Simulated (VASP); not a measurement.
# CaO (Fm-3m) in VASP: notebook

The runs below take CaO through relaxation of cell and atoms, with PBE.

All numbers are computed with VASP 6.6.1; they aren't measurements. Logs are shortened: lines on timing, memory, paths and dates and some standing lists are left out, and cuts for length are marked.

## 1. The crystal as given

The structure is cubic, space group Fm-3m (No. 225). The conventional cell has a = 4.813 Å, b = 4.813 Å, c = 4.813 Å, α = 90.00°, β = 90.00°, γ = 90.00°. Ca (site symmetry m-3m) has 6 O at 2.41 Å as nearest neighbours. Around O (site symmetry m-3m) lie 6 Ca at 2.41 Å.

## 2. Relaxation of cell and atoms, PBE

INCAR reads:

```
SYSTEM = CaO
ALGO = Normal ; EDIFF = 1E-6
EDIFFG = -0.01 ; ENCUT = 520
GGA = PE ; IBRION = 2
ISIF = 3 ; ISMEAR = 0
LASPH = .TRUE. ; LCHARG = .FALSE.
LREAL = .FALSE. ; LWAVE = .FALSE.
NELM = 120 ; NSW = 90
PREC = Accurate ; SIGMA = 0.1
```

KPOINTS reads:

```
k-points
0
G
  10 10 10
  0 0 0
```

POSCAR reads:

```
CaO
1.0
    0.0000000000      2.4065000000      2.4065000000
    2.4065000000      0.0000000000      2.4065000000
    2.4065000000      2.4065000000      0.0000000000
Ca O
1 1
Direct
    0.0000000000      0.0000000000      0.0000000000
    0.5000000000      0.5000000000      0.5000000000
```

Potentials or basis: VASP PAW PBE potentials, release 64 (Ca_sv, O).

The run is started by

```console
$ cat potpaw_PBE.64/Ca_sv/POTCAR potpaw_PBE.64/O/POTCAR > POTCAR
$ mpirun -np 1 vasp_std > vasp.out
```

OUTCAR:

```text
SYSTEM = CaO
   EDIFF = 1E-6
   EDIFFG = -0.01
   ENCUT = 520
   GGA = PE
   IBRION = 2
   ISIF = 3
   ISMEAR = 0
   LASPH = .TRUE.
   LREAL = .FALSE.
   NELM = 120
   NSW = 90
   PREC = Accurate

 ion  position               nearest neighbor table
   1  0.000  0.000  0.000-   2 2.41   2 2.41   2 2.41   2 2.41   2 2.41   2 2.41
   2  0.500  0.500  0.500-   1 2.41   1 2.41   1 2.41   1 2.41   1 2.41   1 2.41

  LATTYP: Found a face centered cubic cell.
 ALAT       =     4.8130000000

  Lattice vectors:

 A1 = (   0.0000000000,   2.4065000000,   2.4065000000)
 A2 = (   2.4065000000,   0.0000000000,   2.4065000000)
 A3 = (   2.4065000000,   2.4065000000,   0.0000000000)

Analysis of symmetry for initial positions (statically):
=====================================================================
 Subroutine PRICEL returns:
 Original cell was already a primitive cell.

 Routine SETGRP: Setting up the symmetry group for a
 face centered cubic supercell.

 Subroutine GETGRP returns: Found 48 space group operations
 (whereof 48 operations were pure point group operations)
 out of a pool of 48 trial point group operations.

The static configuration has the point symmetry O_h .

Analysis of symmetry for dynamics (positions and initial velocities):
=====================================================================
 Subroutine PRICEL returns:
 Original cell was already a primitive cell.

 Routine SETGRP: Setting up the symmetry group for a
 face centered cubic supercell.

 Subroutine GETGRP returns: Found 48 space group operations
 (whereof 48 operations were pure point group operations)
 out of a pool of 48 trial point group operations.

The dynamic configuration has the point symmetry O_h .

 Subroutine INISYM returns: Found 48 space group operations
 (whereof 48 operations are pure point group operations),
 and found     1 'primitive' translations

----------------------------------------------------------------------------------------

                                     Primitive cell

  volume of cell :      27.8732

  direct lattice vectors                    reciprocal lattice vectors
     0.000000000  2.406500000  2.406500000    -0.207770621  0.207770621  0.207770621
     2.406500000  0.000000000  2.406500000     0.207770621 -0.207770621  0.207770621
     2.406500000  2.406500000  0.000000000     0.207770621  0.207770621 -0.207770621

  length of vectors
     3.403304938  3.403304938  3.403304938     0.359869272  0.359869272  0.359869272

  position of ions in fractional coordinates (direct lattice)
     0.000000000  0.000000000  0.000000000
     0.500000000  0.500000000  0.500000000

  ion indices of the primitive-cell ions
   primitive index   ion index
                 1           1
                 2           2

----------------------------------------------------------------------------------------

 KPOINTS: k-points

Automatic generation of k-mesh.
 Grid dimensions read from file:
 generate k-points for:   10   10   10

 Generating k-lattice:

  Cartesian coordinates                     Fractional coordinates (reciprocal lattice)
    -0.020777062  0.020777062  0.020777062     0.100000000  0.000000000  0.000000000
     0.020777062 -0.020777062  0.020777062     0.000000000  0.100000000  0.000000000
     0.020777062  0.020777062 -0.020777062     0.000000000  0.000000000  0.100000000

  Length of vectors
     0.035986927  0.035986927  0.035986927

  Shift w.r.t. Gamma in fractional coordinates (k-lattice)
     0.000000000  0.000000000  0.000000000

 Subroutine IBZKPT returns following result:
 ===========================================

 Found     47 irreducible k-points:

 Following reciprocal coordinates:
            Coordinates               Weight
  0.000000  0.000000  0.000000      1.000000
  0.100000  0.000000  0.000000      8.000000
  0.200000  0.000000  0.000000      8.000000
  0.300000  0.000000  0.000000      8.000000
  0.400000  0.000000  0.000000      8.000000
  0.500000  0.000000  0.000000      4.000000
[... 16 lines left out ...]
  0.300000  0.300000  0.000000      6.000000
  0.400000  0.300000  0.000000     24.000000
 [... further k-points ...]
   k-points           NKPTS =     47   k-points in BZ     NKDIM =     47   number of bands    NBANDS=     12
   number of dos      NEDOS =    301   number of ions     NIONS =      2
   total plane-waves  NPLWV =  21952
   dimension x,y,z NGX =    28 NGY =   28 NGZ =   28
   dimension x,y,z NGXF=    56 NGYF=   56 NGZF=   56
   ions per type =               1   1
   NGX,Y,Z   is equivalent  to a cutoff of  13.68, 13.68, 13.68 a.u.
   NGXF,Y,Z  is equivalent  to a cutoff of  27.36, 27.36, 27.36 a.u.
 SYSTEM =  CaO
   PREC   = accura    normal or accurate (medium, high low for compatibility)
   ISTART =      0    job   : 0-new  1-cont  2-samecut
   ICHARG =      2    charge: 1-file 2-atom 10-const
   ISPIN  =      1    spin polarized calculation?
   LNONCOLLINEAR =      F non collinear calculations
   LSORBIT =      F    spin-orbit coupling
   LASPH  =      T    aspherical Exc in radial PAW
   ENCUT  =  520.0 eV  38.22 Ry    6.18 a.u.   6.33  6.33  6.33*2*pi/ulx,y,z
   NELM   =    120;   NELMIN=  2; NELMDL= -5     # of ELM steps
   EDIFF  = 0.1E-05   stopping-criterion for ELM
   LREAL  =      F    real-space projection
   EDIFFG = -.1E-01   stopping-criterion for IOM
   NSW    =     90    number of steps for IOM
   IBRION =      2    ionic relax: 0-MD 1-quasi-New 2-CG
   NFREE  =      1    steps in history (QN), initial steepest desc. (CG)
   ISIF   =      3    stress and relaxation
   ISYM   =      2    0-nonsym 1-usesym 2-fastsym
   POTIM  = 0.5000    time-step for ionic-motion
   TEBEG  =    0.0;   TEEND  =   0.0 temperature during run
   PSTRESS=    0.0 pullay stress
   NELECT =      16.0000    total number of electrons
   NUPDOWN=      -1.0000    fix difference up-down
   EMIN   =  10.00;   EMAX   =-10.00  energy-range for DOS
   EFERMI =   0.00;   METHOD = LEGACY
   ISMEAR =     0;   SIGMA  =   0.10  broadening in eV -4-tet -1-fermi 0-gaus
   EFERMI_NEDOS =   21; number of points for ismear=-14 and -15
   IALGO  =     38    algorithm
   IMIX   =      4    mixing-type and parameters
     AMIX     =   0.40;   BMIX     =  1.00
     AMIX_MAG =   1.60;   BMIX_MAG =  1.00
  volume/ion in A,a.u.               =      13.94        94.05
  Fermi-wavevector in a.u.,A,eV,Ry     =   1.360564  2.571093 25.186211  1.851134
  Thomas-Fermi vector in A             =   2.487215
   LORBIT       =      0    0 simple, 1 ext, 2 COOP (PROOUT), +10 PAW based schemes
   GGA     = PE    functional components
   LHFCALC =     F    Hartree Fock is set to
   AEXX    =    0.0000 exact exchange contribution
   IVDW    =     0    specifies the selected vdW correction
   LEPSILON=     F    determine dielectric tensor
   LRPA    =     F    only Hartree local field effects (RPA)
 conjugate gradient relaxation of ions
 non-spin polarized calculation
 Gauss-broadening in eV      SIGMA  =   0.10
  energy-cutoff  :      520.00
  volume of cell :       27.87
 maximum number of plane-waves:       763
 NGX is ok and might be reduce to    28
   NGX = 13   NGY = 13   NGZ = 13

--------------------------------------- Ionic step        1  -------------------------------------------

 number of electron      15.9999998 magnetization

 Free energy of the ion-electron system (eV)
  ---------------------------------------------------
  ext. energy  EPLUGINS =         0.00000000
  ---------------------------------------------------
  free energy    TOTEN  =       -12.80274530 eV

  energy without entropy =      -12.80274530  energy(sigma->0) =      -12.80274530

------------------------ aborting loop because EDIFF is reached ----------------------------------------

  FORCE on cell =-STRESS in cart. coord.  units (eV):
  Direction    XX          YY          ZZ          XY          YZ          ZX
  --------------------------------------------------------------------------------------
  -------------------------------------------------------------------------------------
  Total        0.3077036      0.3077036      0.3077036      0.0000000      0.0000000      0.0000000
  in kB       17.6870581     17.6870581     17.6870581      0.0000000      0.0000000      0.0000000
  external PRESSURE =      17.6870581 kB  Pullay stress =       0.0000000 kB

 VOLUME and BASIS-vectors are now :
 -----------------------------------------------------------------------------
  energy-cutoff  :      520.00
  volume of cell :       27.87
      direct lattice vectors                 reciprocal lattice vectors
     0.000000000  2.406500000  2.406500000    -0.207770621  0.207770621  0.207770621
     2.406500000  0.000000000  2.406500000     0.207770621 -0.207770621  0.207770621
     2.406500000  2.406500000  0.000000000     0.207770621  0.207770621 -0.207770621
[... 37 lines left out ...]
 POSITION                                       TOTAL-FORCE (eV/Angst)
 -----------------------------------------------------------------------------------
      2.42436      0.00000      2.42436         0.000000     -0.000000     -0.000000
      2.42436      2.42436      2.42436        -0.000000      0.000000      0.000000
 -----------------------------------------------------------------------------------
    total drift:                                0.000000      0.000000      0.000000

  FREE ENERGIE OF THE ION-ELECTRON SYSTEM (eV)
  ---------------------------------------------------
  free  energy   TOTEN  =       -12.8049071007 eV

  energy  without entropy=      -12.8049071007  energy(sigma->0) =      -12.80490710

--------------------------------------- Ionic step        3  -------------------------------------------

 number of electron      16.0000000 magnetization

 Free energy of the ion-electron system (eV)
  ---------------------------------------------------
  ext. energy  EPLUGINS =         0.00000000
  ---------------------------------------------------
  free energy    TOTEN  =       -12.80524179 eV

  energy without entropy =      -12.80524179  energy(sigma->0) =      -12.80524179

 E-fermi :   2.7678     XC(G=0): -10.3768

 val. band max:        2.2352008980   @ k =   0.0000   0.0000   0.0000
 cond. band min:       5.8760089671   @ k =   0.5000   0.5000   0.0000
 fundamental gap:      3.6408080691
 Fermi energy:         2.7677913758

 k-point     1 :       0.0000    0.0000    0.0000
  band No.  band energies     occupation
      1     -35.4851      2.00000
      2     -16.2632      2.00000
      3     -16.2632      2.00000
      4     -16.2632      2.00000
      5     -13.2577      2.00000
      6       2.2352      2.00000
      7       2.2352      2.00000
      8       2.2352      2.00000
      9       6.7852      0.00000
     10       8.4104      0.00000
     11       8.4104      0.00000
     12       8.4104      0.00000

 k-point     2 :       0.1000    0.0000    0.0000
  band No.  band energies     occupation
      1     -35.4762      2.00000
      2     -16.3898      2.00000
      3     -16.2681      2.00000
      4     -16.2681      2.00000
      5     -13.1235      2.00000
      6       1.8783      2.00000
      7       2.1011      2.00000
      8       2.1011      2.00000
      9       7.2407      0.00000
     10       8.3767      0.00000
     11       8.5771      0.00000
     12       8.5771      0.00000
[... 316 lines left out ...]
 k-point    24 :       0.4000    0.3000    0.0000
  band No.  band energies     occupation
      1     -35.3867      2.00000
      2     -16.8572      2.00000
      3     -16.4488      2.00000
      4     -16.4239      2.00000
      5     -12.7676      2.00000
      6       0.5755      2.00000
      7       1.6866      2.00000
      8       1.7853      2.00000
      9       6.5306      0.00000
     10       9.7251      0.00000
     11      10.8959      0.00000
     12      10.9716      0.00000

 [... further k-points ...]

------------------------ aborting loop because EDIFF is reached ----------------------------------------

  FORCE on cell =-STRESS in cart. coord.  units (eV):
  Direction    XX          YY          ZZ          XY          YZ          ZX
  --------------------------------------------------------------------------------------
  -------------------------------------------------------------------------------------
  Total       -0.0002739     -0.0002739     -0.0002739      0.0000000     -0.0000000      0.0000000
  in kB       -0.0154883     -0.0154883     -0.0154883      0.0000000     -0.0000000      0.0000000
  external PRESSURE =      -0.0154883 kB  Pullay stress =       0.0000000 kB

 VOLUME and BASIS-vectors are now :
 -----------------------------------------------------------------------------
  energy-cutoff  :      520.00
  volume of cell :       28.33
      direct lattice vectors                 reciprocal lattice vectors
     0.000000000  2.419563518  2.419563518    -0.206648842  0.206648842  0.206648842
     2.419563518  0.000000000  2.419563518     0.206648842 -0.206648842  0.206648842
     2.419563518  2.419563518  0.000000000     0.206648842  0.206648842 -0.206648842

 POSITION                                       TOTAL-FORCE (eV/Angst)
 -----------------------------------------------------------------------------------
      0.00000      0.00000      0.00000         0.000000      0.000000      0.000000
      2.41956      2.41956      2.41956        -0.000000      0.000000     -0.000000
 -----------------------------------------------------------------------------------
    total drift:                                0.000000      0.000000      0.000000

  FREE ENERGIE OF THE ION-ELECTRON SYSTEM (eV)
  ---------------------------------------------------
  free  energy   TOTEN  =       -12.8052417878 eV

  energy  without entropy=      -12.8052417878  energy(sigma->0) =      -12.80524179

 reached required accuracy - stopping structural energy minimisation
```

It took 20 s on 1 thread of AMD EPYC 9R45 (Zen 5), shared host; peak memory 0.14 GiB.

Results:

```
Free energy                            : -12.8052 eV
Relaxed volume                         : 14.16 Å³/atom
Relaxed cell                           : a = 3.422 Å, b = 3.422 Å, c = 3.422 Å, α = 60.00°, β = 60.00°, γ = 60.00°
Space group after relaxing (to 0.05 Å) : Fm-3m (No. 225)
Energy gained by relaxing              : 1.2 meV/atom
Ionic steps                            : 3
Pressure after relaxing                : 0.0 GPa
Band gap on the k mesh                 : 3.64 eV, indirect (least direct gap 4.02 eV)
```

Step by step:
```csv
step,energy change (eV),largest force (eV/Å),pressure (GPa),volume (Å³)
1,0.0000,0.0000,1.77,27.87
2,-0.0022,0.0000,-0.62,28.50
3,-0.0025,0.0000,0.00,28.33
```

Final structure:
```cif
data_structure
_symmetry_space_group_name_H-M 'P 1'
_symmetry_Int_Tables_number 1
_cell_length_a 3.4218
_cell_length_b 3.4218
_cell_length_c 3.4218
_cell_angle_alpha 60.000
_cell_angle_beta 60.000
_cell_angle_gamma 60.000
_cell_volume 28.33
loop_
_atom_site_label
_atom_site_type_symbol
_atom_site_fract_x
_atom_site_fract_y
_atom_site_fract_z
_atom_site_occupancy
Ca1 Ca 0.00000 0.00000 0.00000 1
O1 O 0.50000 0.50000 0.50000 1
```

Levels at points of the mesh, in eV from the valence-band top:
```tsv
k point	band 5	band 6	band 7	band 8	band 9	band 10	band 11	band 12
(0.00, 0.00, 0.00)	-15.49	0.00	0.00	0.00	4.55	6.18	6.18	6.18
(0.50, 0.00, 0.00)	-14.38	-2.59	-1.16	-1.16	6.95	8.24	8.24	8.35
(0.50, 0.50, 0.00)	-15.25	-1.31	-0.38	-0.38	3.64	7.89	8.78	9.40
```

[end of part 1 of 2]
